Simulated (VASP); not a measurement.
GeS:

```
CELL_PARAMETERS angstrom
10.65745 0.00000 0.00000
0.00000 3.68424 0.00000
0.00000 0.00000 4.34935
ATOMIC_POSITIONS crystal
Ge 0.12473 0.25000 0.13269
Ge 0.37527 0.75000 0.63269
Ge 0.62473 0.25000 0.36731
Ge 0.87527 0.75000 0.86731
S 0.84950 0.25000 0.49643
S 0.65050 0.75000 0.99643
S 0.34950 0.25000 0.00357
S 0.15050 0.75000 0.50357
```

Base run:

```yaml
Program: VASP 6.6.1
Functional: r2SCAN
Potentials_or_basis: VASP PAW PBE potentials, release 64 (Ge_d, S)
Cutoff: 520 eV
k_mesh: 4 × 8 × 6
Occupations: gaussian, width 0.03 eV
Spin: no spin polarisation
```

Its results: band gap on the k mesh 1.41 eV, indirect (least direct gap 1.46 eV).

**Question.** The run is repeated on the same cell with these changes: functional from r2SCAN to TB-mBJ. What comes out?

**Answer.** Band gap on the k mesh 1.68 eV, indirect (least direct gap 1.74 eV).
